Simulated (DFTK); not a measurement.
BN: band structure with BJ06

**Measured values to compare with.**

From a printed reference work, monograph, for a bulk crystal of BN at 300 K: band gap 6.4 eV (indirect).

BN:

```
CELL_PARAMETERS angstrom
0.00000 1.81300 1.81300
1.81300 0.00000 1.81300
1.81300 1.81300 0.00000
ATOMIC_POSITIONS crystal
N 0.25000 0.25000 0.25000
B 0.00000 0.00000 0.00000
```

The cell is a database's computed one.

```yaml
Program: DFTK 0.8.2
Task: band structure
Functional: BJ06
Potentials_or_basis: SG15 1.2 (PBE)
Cutoff: 1225 eV
k_mesh: 12 × 12 × 12
Occupations: fermi-dirac, width 0.05 eV
Spin: no spin polarisation
Valence_electrons: B 3, N 5
SCF_tolerance_on_the_density: 1e-06
SCF_solver: ScfAndersonSolver
```

```
Band gap on the k mesh  : 4.82 eV, indirect (least direct gap 9.68 eV)
Band gap along the path : 4.82 eV, indirect (least direct gap 9.68 eV)
```

Levels at the corners of the path, in eV from the valence-band top:
```
point  band 1  band 2  band 3  band 4  band 5  band 6  band 7  band 8  band 9
    Γ  -20.39    0.00    0.00    0.00    9.76    9.76    9.76   11.08   25.42
    X  -14.82   -8.94   -4.86   -4.86    4.82    9.52   19.54   19.54   21.81
    W  -14.53   -7.55   -7.00   -6.43    9.94   14.43   14.96   15.62   20.54
    K  -14.75   -8.11   -7.65   -4.03    7.28   13.38   17.12   18.16   19.37
    Γ  -20.39    0.00    0.00    0.00    9.76    9.76    9.76   11.08   25.42
    L  -16.20  -10.68   -1.89   -1.89   10.80   11.46   11.46   16.04   24.14
    U  -14.75   -8.11   -7.65   -4.03    7.28   13.38   17.12   18.16   19.37
    W  -14.53   -7.55   -7.00   -6.43    9.94   14.43   14.96   15.62   20.54
    L  -16.20  -10.68   -1.89   -1.89   10.80   11.46   11.46   16.04   24.14
    K  -14.75   -8.11   -7.65   -4.03    7.28   13.38   17.12   18.16   19.37
    U  -14.75   -8.11   -7.65   -4.03    7.28   13.38   17.12   18.16   19.37
    X  -14.82   -8.94   -4.86   -4.86    4.82    9.52   19.54   19.54   21.81
```

It took 2.3 min on 1 thread of Intel(R) Xeon(R) Processor @ 2.50GHz (Skylake/Cascade Lake), with other jobs on the host, peak memory 1.6 GiB.

A measured gap of BN is 6.4 eV (indirect; 300 K; a printed reference work, monograph); the calculated 4.82 eV misses it by -1.58 eV. The value is that of BJ06, without temperature or zero-point motion. The cell is a database's relaxed one, not the measured one, which moves gaps too.

Caveat: the program leaves the constant c of mgga_x_tb09 at 1, so the potential is Becke-Johnson's (BJ06) and not Tran and Blaha's, with levels but no total energy.
